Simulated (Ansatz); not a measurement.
The system is BeS.

```xyz
2
Lattice="0.0000 2.4250 2.4250 2.4250 0.0000 2.4250 2.4250 2.4250 0.0000" Properties=species:S:1:pos:R:3 pbc="T T T"
S     3.6375    3.6375    3.6375
Be    0.0000    0.0000    0.0000
```

Base run:

| Quantity | Value |
| --- | --- |
| Program | Ansatz 0.2.0 |
| Functional | PBE0 |
| Potentials or basis | all-electron PAW datasets made for the crystal |
| Cutoff | 310 eV (chosen from the basis error) |
| k mesh | 6 × 6 × 6 |
| Occupations | fermi-dirac, width 0.05 eV |
| Spin | no spin polarisation |

Its results: band gap on the k mesh 4.77 eV, indirect (least direct gap 7.61 eV); pressure 0.2 GPa.

Task: The run is repeated on the same cell with these changes: functional from PBE0 to PBE; cutoff from 310 eV (chosen from the basis error) to 280 eV (chosen from the basis error). What comes out?

Result: Band gap on the k mesh 3.11 eV, indirect (least direct gap 5.65 eV); pressure 1.6 GPa.

PBE0 gives the wider gap, since exact exchange removes part of the self-interaction.

A k mesh can miss the band edges.
